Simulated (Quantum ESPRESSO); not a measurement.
**SnTe under changes of volume**

One of the cells (47.091 Å³/atom); the others are scaled copies at fixed shape and fractional positions:

```
Te Sn
1.0
     0.00000    3.61115    3.61115
     3.61115    0.00000    3.61115
     3.61115    3.61115    0.00000
Te Sn
1 1
Direct
  0.25000 0.25000 0.25000
  0.00000 0.00000 0.00000
```

Measurements of this composition are mostly on another form, of space group No. 225.

- Program: Quantum ESPRESSO 7.5
- Functional: LDA
- Potentials or basis: GBRV 1.5 LDA
- Cutoff: 925 eV
- Density cutoff: 7401 eV
- k mesh: 7 × 7 × 7
- Occupations: fermi-dirac, width 0.05 eV
- Spin: no spin polarisation

```csv
volume (Å³/atom),energy over the lowest point (meV/atom),pressure (GPa)
44.265,0.00,-0.9
45.207,6.26,-1.4
46.149,?,?
47.091,27.02,-2.3
48.033,41.12,-2.7
48.974,57.34,-3.0
49.916,75.48,-3.3
```

Problem. What does the run at 46.149 Å³/atom give?

Solution. Energy over the lowest point 15.35 meV/atom; pressure -1.9 GPa.

Worked out: A Birch-Murnaghan fit of order 3 (a polynomial in V^(-2/3)) to the other rows has its minimum at 42.95 Å³/atom, just outside them, with B0 = V·E''(V) = 28 GPa and B' = 3.4. It gives 15.34 meV/atom at 46.149 Å³/atom, against the run's 15.35, and -dE/dV = -1.8 GPa, against -1.9.

Energies are extrapolated to zero smearing.
